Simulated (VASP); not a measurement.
Au: relaxation of cell and atoms with r2SCAN+rVV10

Crystal: Au.

```
CELL_PARAMETERS angstrom
0.00000 2.05850 2.05850
2.05850 0.00000 2.05850
2.05850 2.05850 0.00000
ATOMIC_POSITIONS crystal
Au 0.00000 0.00000 0.00000
```

```
Program                : VASP 6.6.1
Task                   : relaxation of cell and atoms
Functional             : r2SCAN
Dispersion             : rVV10
Potentials or basis    : VASP PAW PBE potentials, release 64 (Au)
Cutoff                 : 600 eV
k mesh                 : 18 × 18 × 18
Occupations            : gaussian, width 0.1 eV
Spin                   : no spin polarisation
Further INCAR settings : ALGO = Normal; EDIFF = 1e-07; IBRION = 2; EDIFFG = -0.005; NSW = 90; ISIF = 3
```

The relaxed volume is 17.37 Å³/atom, the relaxed cell is a = 2.907 Å, b = 2.907 Å, c = 2.907 Å, α = 60.00°, β = 60.00°, γ = 60.00° and the space group after relaxing (to 0.05 Å) is Fm-3m (No. 225). The energy gained by relaxing is 0.2 meV/atom, the ionic steps are 3 and the pressure after relaxing is 0.0 GPa. The band gap on the k mesh is none (metal or under the smearing width).

The path:
```csv
step,energy change (eV),largest force (eV/Å),pressure (GPa),volume (Å³)
1,0.0000,0.0000,-0.75,17.45
2,0.0003,0.0000,1.26,17.24
3,-0.0002,0.0000,0.01,17.37
```

Final structure:
```
Au
1.0
     0.00000    2.05547    2.05547
     2.05547    0.00000    2.05547
     2.05547    2.05547    0.00000
Au
1
Direct
  0.00000 0.00000 0.00000
```

Levels at points of the mesh, in eV from the Fermi level:
```csv
k point,band 4,band 5,band 6,band 7,band 8,band 9
"(0.00, 0.00, 0.00)",-4.80,-3.32,-3.32,15.36,19.34,19.34
"(0.50, 0.00, 0.00)",-2.11,-2.11,-0.70,3.11,14.83,17.80
"(0.50, 0.50, 0.00)",-1.78,-1.78,1.25,5.89,10.48,10.48
```

Run time: 2.2 min on 1 thread of Intel(R) Xeon(R) 6975P-C (Granite Rapids), on a shared host, peak memory 0.25 GiB.

Caveat: the PAW data sets were made with another functional, which shifts forces and pressure a little. The run has no spin-orbit coupling, so splittings on Au are missing.
